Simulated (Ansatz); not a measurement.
Runs of Ansatz 0.2.0 on SiO2. The structure is tetragonal, space group I4/mmm (No. 139). Conventional cell: a = 8.944 Å, b = 8.944 Å, c = 5.224 Å, α = 90.00°, β = 90.00°, γ = 90.00°. Si (site symmetry m2m) is surrounded by 4 O at 1.60 to 1.61 Å. O (site symmetry m2m) has 2 Si at 1.61 Å as nearest neighbours. O (site symmetry 2/m) is surrounded by 2 Si at 1.60 Å. The cell comes from a database or a generator and needn't be the stable form of this composition.

```csv
task,level,cell,cutoff (eV),points for each segment of the path,gap on the mesh (eV),pressure (GPa),relaxed volume (Å³/atom),largest force (eV/Å)
relaxation of cell and atoms,PBEsol,relaxed,420,-,(a),0.0,17.61,-
relaxation of cell and atoms,LDA,relaxed,420,-,5.35,0.0,17.25,-
relaxation of cell and atoms,r2SCAN,relaxed,500,-,(c),0.0,17.42,0.01
band structure,LDA,as given,420,10,5.33,-1.3,-,(b)
```

Alike in all rows: potentials or basis Ansatz PAW; no spin polarisation; k mesh 6 × 6 × 6; smearing fermi-dirac 0.05 eV.

Q: Estimate the missing entries.

A: (a) 5.48; (b) 0.05; (c) 6.08.

Caveats: the PAW data sets come from PBE, with cores solved anew for the run's functional, which leaves a small shift of forces and pressure; the plane-wave basis is chosen anew once the cell has moved, so the energies of steps on either side of that aren't comparable (some runs).

A k mesh can miss the band edges.

Runs at the PBE level aren't shown here.
